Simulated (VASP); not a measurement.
The system is Ti.

```xyz
1
Lattice="-1.6410 1.6410 1.6410 1.6410 -1.6410 1.6410 1.6410 1.6410 -1.6410" Properties=species:S:1:pos:R:3 pbc="T T T"
Ti    0.0000    0.0000    0.0000
```

This isn't the form of Ti at room conditions, which is hcp.

```yaml
Program: VASP 6.6.1
Task: relaxation of cell and atoms
Functional: PBE
Potentials_or_basis: VASP PAW PBE potentials, release 64 (Ti_sv)
Cutoff: 600 eV
k_mesh: 18 × 18 × 18
Occupations: gaussian, width 0.1 eV
Spin: no spin polarisation
```

At the start: pressure -2.7 GPa; volume 17.68 Å³/atom.

Task: How do energy, volume and symmetry change on relaxing?

Result: Over 3 steps the energy falls by 4.0 meV/atom and the volume is 17.21 Å³/atom (-2.6 %); space group Im-3m (No. 229, to 0.05 Å).

The path:
| step | energy change (eV) | largest force (eV/Å) | pressure (GPa) | volume (Å³) |
| --- | --- | --- | --- | --- |
| 1 | 0.0000 | 0.0000 | -2.71 | 17.68 |
| 2 | -0.0024 | 0.0000 | 1.81 | 16.92 |
| 3 | -0.0040 | 0.0000 | 0.00 | 17.21 |

Final structure:
```
Ti
1.0
    -1.62646    1.62646    1.62646
     1.62646   -1.62646    1.62646
     1.62646    1.62646   -1.62646
Ti
1
Direct
  0.00000 0.00000 0.00000
```
